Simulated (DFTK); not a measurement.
The system is ZnO (zincite).

```
Zn O
1.0
     3.24931    0.00000    0.00000
    -1.62465    2.81398    0.00000
     0.00000    0.00000    5.20571
Zn O
2 2
Direct
  0.66667 0.33333 0.00000
  0.33333 0.66667 0.50000
  0.33333 0.66667 0.87901
  0.66667 0.33333 0.37901
```

Program: DFTK 0.8.2. Alike in all runs: no spin polarisation; cell as given; smearing fermi-dirac 0.05 eV; the mesh is coarse, so values aren't converged. Hardware: 1 thread of Intel(R) Xeon(R) Platinum 8488C (Sapphire Rapids), with other jobs on the host.

Order these runs on this cell by their wall time, lowest first.
A. task band structure; level r2SCAN; potentials or basis in-house norm-conserving set (r2SCAN, scalar relativistic); k mesh 5 × 5 × 3; cutoff (eV) 1306; SCF tolerance on the density 1e-06
B. task single point; level PBE0; potentials or basis SG15 1.2 (PBE); k mesh 2 × 2 × 1; cutoff (eV) 952; SCF tolerance on the density 1e-05; symmetries used no
C. task band structure; level BJ06; potentials or basis in-house norm-conserving set (r2SCAN, scalar relativistic); k mesh 5 × 5 × 3; cutoff (eV) 1306; SCF tolerance on the density 1e-06

C (270 s), A (600 s), B (1300 s).

Caveats: all runs use coarse meshes; the program warned that the kinetic-energy density falls under its von Weizsäcker bound, which can give unphysical results (some runs); the program leaves the constant c of mgga_x_tb09 at 1, so the potential is Becke-Johnson's (BJ06) and not Tran and Blaha's, with levels but no total energy (some runs).
